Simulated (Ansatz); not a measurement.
LaAlO₃:
```xyz
5
Lattice="3.8124 0.0000 0.0000 0.0000 3.8124 0.0000 0.0000 0.0000 3.8124" Properties=species:S:1:pos:R:3 pbc="T T T"
La     1.9062     1.9062     1.9062
Al     0.0000     0.0000     0.0000
O      0.0000     1.9062     0.0000
O      1.9062     0.0000     0.0000
O      0.0000     0.0000     1.9062
```

Relaxed with PBE. Special points in fractions of this cell's reciprocal vectors: Γ (0.000, 0.000, 0.000); X (0.000, 0.500, 0.000); M (0.500, 0.500, 0.000); R (0.500, 0.500, 0.500).

Task: List the band energies nearest the valence-band maximum at these points for PBE (plane waves, PAW; program Ansatz).

Result: In eV from the valence-band maximum; about four levels below and three above (degenerate sets whole), none deeper than 8.9 eV; points with the same levels are listed once.

```
k                                below           above
-  -----------------------------------  --------------
Γ  -1.40 -1.40 -1.40 -0.13 -0.13 -0.13  3.50 3.50 4.48
X              -1.62 -1.62 -1.05 -1.05  4.20 4.32 4.49
M              -1.46 -1.30 -1.30 -0.02  4.21 4.21 4.49
R           -1.42 -1.42 0.00 0.00 0.00  4.35 4.35 4.35
```

Space group Pm-3m (cubic perovskite). This is a known high-temperature phase of the composition, computed here at zero pressure and temperature. The cell was relaxed with PBE under the symmetry of its start; whether a distortion lowers the energy is not shown. Scalar-relativistic: spin–orbit coupling is off unless named, which matters more the heavier the elements.

Potentials: the later of the program's two PAW sets.
